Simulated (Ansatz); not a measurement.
I need the levels without and with spin-orbit coupling of GaP, space group F-43m. Use Ansatz 0.2.0, Python API. Use (first run): PBEsol, PAW, cutoff 510 eV, 6×6×6 k-points, fixed occupations.

Contents of `gap.vasp`:
```text
GaP
1.0
   0.00000000    2.72525000    2.72525000
   2.72525000    0.00000000    2.72525000
   2.72525000    2.72525000    0.00000000
Ga P
1 1
Direct
   0.00000000    0.00000000    0.00000000
   0.25000000    0.25000000    0.25000000
```

`soc.py`:
```python
from dataclasses import dataclass
import warnings

import ansatz
from ase.io import read


@dataclass(frozen=True)
class Settings:
    xc: str = 'PBEsol'
    kmesh: tuple[int, ...] = (6, 6, 6)
    cutoff: int = 510


opts = Settings()

warnings.simplefilter('ignore', ansatz.DeckWarning)

atoms = read('gap.vasp', format='vasp')
crystal = ansatz.Crystal.from_ase(atoms)

job = crystal.calculation()
job = job.functional(opts.xc)
job = job.kpoints(*opts.kmesh)
job = job.occupations(ansatz.OccupationsMethod.FIXED).basis(opts.cutoff)
job = job.band_table()
for label, variant in (('scalar-relativistic', job), ('spin-orbit', job.spin(soc=True))):
    report = variant.run(threads=1, pin='off').report
    zero = report['band_edges_ev'][0] if report.get('band_edges_ev') else report['fermi_energy_ev']
    near = [round(e - zero, 3) for e in report['eigenvalues_ev'][0] if abs(e - zero) < 2]
    print(label)
    print('  band edges (eV):', [round(e, 3) for e in report.get('band_edges_ev') or []] or 'none reported')
    print('  levels at k =', report['kpoints_frac'][0], 'within 2 eV of the zero:', near)
```

```console
$ python soc.py
scalar-relativistic
  band edges (eV): [7.001, 8.511]
  levels at k = [0.0, 0.0, 0.0] within 2 eV of the zero: [-0.0, -0.0, 0.0, 1.742]
spin-orbit
  band edges (eV): [7.029, 8.511]
  levels at k = [0.0, 0.0, 0.0] within 2 eV of the zero: [-0.085, -0.085, -0.0, -0.0, -0.0, 0.0, 1.715, 1.715]
```

Reading the output:
- The computed bands are complete only to about 3.8 eV above the Fermi level.
- The starting cell is as deposited in a crystallographic database; the results hold for this polymorph, which needn't be the stable one.
- Levels are Kohn-Sham eigenvalues on this mesh.
- With spin-orbit coupling each level holds one electron and, with inversion or at time-reversal points, comes in pairs; a window in energy can cut a split set.
- Run time: 5.2 s on 1 thread of AMD EPYC 7B13 (Zen 3), with other jobs on the host, peak memory 0.56 GiB.
